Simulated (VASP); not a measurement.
# SnO2 (Cassiterite) (P4_2/mnm) in VASP: further runs

Runs on SnO2 (Cassiterite). Level: PBEsol. Tasks: relaxation of cell and atoms.

Everything below comes from runs of VASP 6.6.1. Logs are shortened: lines on timing, memory, paths and dates and some standing lists are left out, and cuts for length are marked.

### 1 Starting point

The structure is tetragonal, space group P4_2/mnm (No. 136). The conventional cell has a = 4.738 Å, b = 4.738 Å, c = 3.187 Å, α = 90.00°, β = 90.00°, γ = 90.00°. Sn (site symmetry mmm) has 6 O at 2.05 to 2.06 Å as nearest neighbours. O (site symmetry m2m) is surrounded by 3 Sn at 2.05 to 2.06 Å.

### 2 Relaxation of cell and atoms, PBEsol

Input file INCAR:

```
PREC     = Accurate       # precision mode
ENCUT    = 600            # plane-wave cutoff, eV
EDIFF    = 1E-6           # SCF threshold, eV
ISMEAR   = 0              # smearing method
SIGMA    = 0.03           # smearing width, eV
LREAL    = False          # projectors in reciprocal space
LASPH    = True           # aspherical terms in the spheres
NELM     = 80             # most SCF steps
ALGO     = Normal         # electronic algorithm
ISIF     = 3              # what is computed and relaxed
LWAVE    = False          # write WAVECAR
LCHARG   = False          # write CHGCAR
GGA      = PS             # functional
IBRION   = 2              # ionic algorithm
NSW      = 90             # ionic steps
EDIFFG   = -0.01          # ionic threshold
KPAR     = 2
```

Input file KPOINTS:

```
Automatic mesh
0
Gamma
  6 6 8
```

Input file POSCAR:

```
SnO2
1.0
    4.7380000000      0.0000000000      0.0000000000
    0.0000000000      4.7380000000      0.0000000000
    0.0000000000      0.0000000000      3.1865000000
Sn O
2 4
Direct
    0.0000000000      0.0000000000      0.0000000000
    0.5000000000      0.5000000000      0.5000000000
    0.3071000000      0.3071000000      0.0000000000
    0.1929000000      0.8071000000      0.5000000000
    0.6929000000      0.6929000000      0.0000000000
    0.8071000000      0.1929000000      0.5000000000
```

Potentials or basis: VASP PAW PBE potentials, release 64 (Sn_d, O).

The run is started by

```
cat potpaw_PBE.64/Sn_d/POTCAR potpaw_PBE.64/O/POTCAR > POTCAR
mpirun -np 2 vasp_std > vasp.out
```

OUTCAR:

```text
PREC = Accurate
   ENCUT = 600
   EDIFF = 1E-6
   ISMEAR = 0
   LREAL = False
   LASPH = True
   NELM = 80
   ISIF = 3
   GGA = PS
   IBRION = 2
   NSW = 90
   EDIFFG = -0.01

 ion  position               nearest neighbor table
   1  0.000  0.000  0.000-   4 2.05   6 2.05   4 2.05   6 2.05   5 2.06   3 2.06   2 3.71   2 3.71
                             2 3.71   2 3.71   2 3.71   2 3.71   2 3.71   2 3.71
   2  0.500  0.500  0.500-   3 2.05   5 2.05   3 2.05   5 2.05   4 2.06   6 2.06   1 3.71   1 3.71
                             1 3.71   1 3.71   1 3.71   1 3.71   1 3.71   1 3.71
   3  0.307  0.307  0.000-   2 2.05   2 2.05   1 2.06
   4  0.193  0.807  0.500-   1 2.05   1 2.05   2 2.06
   5  0.693  0.693  0.000-   2 2.05   2 2.05   1 2.06
   6  0.807  0.193  0.500-   1 2.05   1 2.05   2 2.06

  LATTYP: Found a simple tetragonal cell.
 ALAT       =     4.7380000000
 C/A-ratio  =     0.6725411566

  Lattice vectors:

 A1 = (   4.7380000000,   0.0000000000,   0.0000000000)
 A2 = (   0.0000000000,   4.7380000000,   0.0000000000)
 A3 = (   0.0000000000,   0.0000000000,   3.1865000000)

Analysis of symmetry for initial positions (statically):
=====================================================================
 Subroutine PRICEL returns:
 Original cell was already a primitive cell.

 Routine SETGRP: Setting up the symmetry group for a
 simple tetragonal supercell.

 Subroutine GETGRP returns: Found 16 space group operations
 (whereof  8 operations were pure point group operations)
 out of a pool of 16 trial point group operations.

The static configuration has the point symmetry D_2h.
 The point group associated with its full space group is D_4h.

Analysis of symmetry for dynamics (positions and initial velocities):
=====================================================================
 Subroutine PRICEL returns:
 Original cell was already a primitive cell.

 Routine SETGRP: Setting up the symmetry group for a
 simple tetragonal supercell.

 Subroutine GETGRP returns: Found 16 space group operations
 (whereof  8 operations were pure point group operations)
 out of a pool of 16 trial point group operations.

The dynamic configuration has the point symmetry D_2h.
 The point group associated with its full space group is D_4h.

 Subroutine INISYM returns: Found 16 space group operations
 (whereof  8 operations are pure point group operations),
 and found     1 'primitive' translations

----------------------------------------------------------------------------------------

                                     Primitive cell

  volume of cell :      71.5326

  direct lattice vectors                    reciprocal lattice vectors
     4.738000000  0.000000000  0.000000000     0.211059519  0.000000000  0.000000000
     0.000000000  4.738000000  0.000000000     0.000000000  0.211059519  0.000000000
     0.000000000  0.000000000  3.186500000     0.000000000  0.000000000  0.313823945

  length of vectors
     4.738000000  4.738000000  3.186500000     0.211059519  0.211059519  0.313823945

  position of ions in fractional coordinates (direct lattice)
     0.000000000  0.000000000  0.000000000
     0.500000000  0.500000000  0.500000000
     0.307100000  0.307100000  0.000000000
     0.192900000  0.807100000  0.500000000
     0.692900000  0.692900000  0.000000000
     0.807100000  0.192900000  0.500000000

  ion indices of the primitive-cell ions
   primitive index   ion index
                 1           1
                 2           2
                 3           3
                 4           4
                 5           5
                 6           6

----------------------------------------------------------------------------------------

 KPOINTS: Automatic mesh

Automatic generation of k-mesh.
 Grid dimensions read from file:
 generate k-points for:    6    6    8

 Generating k-lattice:

  Cartesian coordinates                     Fractional coordinates (reciprocal lattice)
     0.035176586  0.000000000  0.000000000     0.166666667  0.000000000  0.000000000
     0.000000000  0.035176586  0.000000000     0.000000000  0.166666667  0.000000000
     0.000000000  0.000000000  0.039227993     0.000000000  0.000000000  0.125000000

  Length of vectors
     0.035176586  0.035176586  0.039227993

  Shift w.r.t. Gamma in fractional coordinates (k-lattice)
     0.000000000  0.000000000  0.000000000

 Subroutine IBZKPT returns following result:
 ===========================================

 Found     50 irreducible k-points:

 Following reciprocal coordinates:
            Coordinates               Weight
  0.000000  0.000000  0.000000      1.000000
  0.166667  0.000000  0.000000      4.000000
  0.333333  0.000000  0.000000      4.000000
  0.500000  0.000000  0.000000      2.000000
  0.166667  0.166667  0.000000      4.000000
  0.333333  0.166667  0.000000      8.000000
[... 16 lines left out ...]
  0.333333  0.000000  0.250000      8.000000
  0.500000  0.000000  0.250000      4.000000
 [... further k-points ...]
   k-points           NKPTS =     50   k-points in BZ     NKDIM =     50   number of bands    NBANDS=     31
   number of dos      NEDOS =    301   number of ions     NIONS =      6
   total plane-waves  NPLWV =  44800
   dimension x,y,z NGX =    40 NGY =   40 NGZ =   28
   dimension x,y,z NGXF=    80 NGYF=   80 NGZF=   56
   ions per type =               2   4
   NGX,Y,Z   is equivalent  to a cutoff of  14.04, 14.04, 14.61 a.u.
   NGXF,Y,Z  is equivalent  to a cutoff of  28.07, 28.07, 29.22 a.u.
 SYSTEM =  unknown system
   PREC   = accura    normal or accurate (medium, high low for compatibility)
   ISTART =      0    job   : 0-new  1-cont  2-samecut
   ICHARG =      2    charge: 1-file 2-atom 10-const
   ISPIN  =      1    spin polarized calculation?
   LNONCOLLINEAR =      F non collinear calculations
   LSORBIT =      F    spin-orbit coupling
   LASPH  =      T    aspherical Exc in radial PAW
   ENCUT  =  600.0 eV  44.10 Ry    6.64 a.u.   9.46  9.46  6.36*2*pi/ulx,y,z
   NELM   =     80;   NELMIN=  2; NELMDL= -5     # of ELM steps
   EDIFF  = 0.1E-05   stopping-criterion for ELM
   LREAL  =      F    real-space projection
   EDIFFG = -.1E-01   stopping-criterion for IOM
   NSW    =     90    number of steps for IOM
   IBRION =      2    ionic relax: 0-MD 1-quasi-New 2-CG
   NFREE  =      1    steps in history (QN), initial steepest desc. (CG)
   ISIF   =      3    stress and relaxation
   ISYM   =      2    0-nonsym 1-usesym 2-fastsym
   POTIM  = 0.5000    time-step for ionic-motion
   TEBEG  =    0.0;   TEEND  =   0.0 temperature during run
   PSTRESS=    0.0 pullay stress
   NELECT =      52.0000    total number of electrons
   NUPDOWN=      -1.0000    fix difference up-down
   EMIN   =  10.00;   EMAX   =-10.00  energy-range for DOS
   EFERMI =   0.00;   METHOD = LEGACY
   ISMEAR =     0;   SIGMA  =   0.03  broadening in eV -4-tet -1-fermi 0-gaus
   EFERMI_NEDOS =   21; number of points for ismear=-14 and -15
   IALGO  =     38    algorithm
   IMIX   =      4    mixing-type and parameters
     AMIX     =   0.40;   BMIX     =  1.00
     AMIX_MAG =   1.60;   BMIX_MAG =  1.00
  volume/ion in A,a.u.               =      11.92        80.45
  Fermi-wavevector in a.u.,A,eV,Ry     =   1.472000  2.781677 29.480903  2.166785
  Thomas-Fermi vector in A             =   2.587068
   LORBIT       =      0    0 simple, 1 ext, 2 COOP (PROOUT), +10 PAW based schemes
   GGA     = PS    functional components
   LHFCALC =     F    Hartree Fock is set to
   AEXX    =    0.0000 exact exchange contribution
   IVDW    =     0    specifies the selected vdW correction
   LEPSILON=     F    determine dielectric tensor
   LRPA    =     F    only Hartree local field effects (RPA)
 conjugate gradient relaxation of ions
 non-spin polarized calculation
 Gauss-broadening in eV      SIGMA  =   0.03
  energy-cutoff  :      600.00
  volume of cell :       71.53
 maximum number of plane-waves:      2409
 NGX is ok and might be reduce to    40
   NGX = 19   NGY = 19   NGZ = 13

--------------------------------------- Ionic step        1  -------------------------------------------

 number of electron      52.0000000 magnetization

 Free energy of the ion-electron system (eV)
  ---------------------------------------------------
  ext. energy  EPLUGINS =         0.00000000
  ---------------------------------------------------
  free energy    TOTEN  =       -39.64548099 eV

  energy without entropy =      -39.64548099  energy(sigma->0) =      -39.64548099

------------------------ aborting loop because EDIFF is reached ----------------------------------------

  FORCE on cell =-STRESS in cart. coord.  units (eV):
  Direction    XX          YY          ZZ          XY          YZ          ZX
  --------------------------------------------------------------------------------------
  -------------------------------------------------------------------------------------
  Total        2.0014030      2.0014030      3.0109736     -0.0000000      0.0000000      0.0000000
  in kB       44.8271457     44.8271457     67.4393695     -0.0000000      0.0000000      0.0000000
  external PRESSURE =      52.3645536 kB  Pullay stress =       0.0000000 kB
[... 145 lines left out ...]
  energy  without entropy=      -39.6756499710  energy(sigma->0) =      -39.67564997

--------------------------------------- Ionic step        5  -------------------------------------------

 number of electron      52.0000006 magnetization

 Free energy of the ion-electron system (eV)
  ---------------------------------------------------
  ext. energy  EPLUGINS =         0.00000000
  ---------------------------------------------------
  free energy    TOTEN  =       -39.67572281 eV

  energy without entropy =      -39.67572281  energy(sigma->0) =      -39.67572281

 E-fermi :   5.9323     XC(G=0): -11.4148

 val. band max:        5.7507066946   @ k =   0.0000   0.0000   0.0000
 cond. band min:       6.6382344442   @ k =   0.0000   0.0000   0.0000
 fundamental gap:      0.8875277496
 Fermi energy:         5.9323343332

 k-point     1 :       0.0000    0.0000    0.0000
  band No.  band energies     occupation
      1     -15.2475      2.00000
      2     -14.5010      2.00000
      3     -14.2631      2.00000
      4     -14.2379      2.00000
      5     -14.2379      2.00000
      6     -14.1705      2.00000
[... 805 lines left out ...]
     30      14.1899      0.00000
     31      14.9230      0.00000

 [... further k-points ...]

------------------------ aborting loop because EDIFF is reached ----------------------------------------

  FORCE on cell =-STRESS in cart. coord.  units (eV):
  Direction    XX          YY          ZZ          XY          YZ          ZX
  --------------------------------------------------------------------------------------
  -------------------------------------------------------------------------------------
  Total        0.0296236      0.0296236      0.0043493      0.0000000      0.0000000      0.0000000
  in kB        0.6483257      0.6483257      0.0951856      0.0000000      0.0000000      0.0000000
  external PRESSURE =       0.4639456 kB  Pullay stress =       0.0000000 kB
[... 21 lines left out ...]
  FREE ENERGIE OF THE ION-ELECTRON SYSTEM (eV)
  ---------------------------------------------------
  free  energy   TOTEN  =       -39.6757228101 eV

  energy  without entropy=      -39.6757228101  energy(sigma->0) =      -39.67572281

 reached required accuracy - stopping structural energy minimisation
```

Wall time 2.8 min (2 MPI ranks of Intel Xeon Platinum 8488C (Sapphire Rapids), shared host); peak memory 0.27 GiB.

Results:

```
Free energy                            : -39.6757 eV
Relaxed volume                         : 12.20 Å³/atom
Relaxed cell                           : a = 4.771 Å, b = 4.771 Å, c = 3.217 Å, α = 90.00°, β = 90.00°, γ = 90.00°
Space group after relaxing (to 0.05 Å) : P4_2/mnm (No. 136)
Energy gained by relaxing              : 5.0 meV/atom
Ionic steps                            : 5
Pressure after relaxing                : 0.0 GPa
Largest force after relaxing           : 0.008 eV/Å
Band gap on the k mesh                 : 0.89 eV, direct
```

Forces in eV/Å, atoms in the order of the input:
```
Sn   0.000  0.000  0.000
Sn   0.000  0.000  0.000
O   -0.006 -0.006  0.000
O    0.006 -0.006  0.000
O    0.006  0.006  0.000
O   -0.006  0.006  0.000
```

The path:
| step | energy change (eV) | largest force (eV/Å) | pressure (GPa) | volume (Å³) |
| --- | --- | --- | --- | --- |
| 1 | 0.0000 | 0.2277 | 5.24 | 71.53 |
| 2 | 0.0238 | 0.2179 | -6.26 | 75.64 |
| 3 | -0.0302 | 0.0171 | -0.05 | 73.24 |
| 4 | -0.0302 | 0.0212 | 0.10 | 73.21 |
| 5 | -0.0302 | 0.0080 | 0.05 | 73.21 |

Final structure:
```
Sn O
1.0
     4.77064    0.00000    0.00000
     0.00000    4.77064    0.00000
     0.00000    0.00000    3.21664
Sn O
2 4
Direct
  0.00000 0.00000 0.00000
  0.50000 0.50000 0.50000
  0.30630 0.30630 0.00000
  0.19370 0.80630 0.50000
  0.69370 0.69370 0.00000
  0.80630 0.19370 0.50000
```

Caveat: the PAW data sets were made with another functional, which shifts forces and pressure a little; spin-orbit coupling is left out, which moves the levels of the heavy elements. Zero-point motion and thermal expansion aren't in these numbers.

(Continued in part 2 of 2.)
